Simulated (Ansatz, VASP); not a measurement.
# Ag in VASP and in Ansatz

```
CELL_PARAMETERS angstrom
0.00000 2.04275 2.04275
2.04275 0.00000 2.04275
2.04275 2.04275 0.00000
ATOMIC_POSITIONS crystal
Ag 0.00000 0.00000 0.00000
```

Alike in both runs: task single point; functional PBE; k mesh 11 × 11 × 11; occupations gaussian, width 0.026 eV; no spin polarisation.

|  | VASP | Ansatz |
| --- | --- | --- |
| version | VASP 6.6.1 | Ansatz 0.2.0 |
| potentials or method | VASP PAW PBE potentials, release 64 (Ag) | Ansatz PAW |
| plane-wave cutoff (eV) | 520 | 420 |
| valence electrons in the cell | 11 | 19 |

Ansatz gave:

- gap on the k mesh at the Fermi level (eV): none
- pressure (GPa): 4.3

Question: What did VASP give for the same quantities?

Answer: gap on the k mesh at the Fermi level (eV): none; pressure (GPa): 4.1.

A gap of «none» marks a metal or a gap that the smearing closes. The functional is the same, so the differences come from potentials, cutoffs and numerics. The two sets of potentials don't hold the same shells in valence.
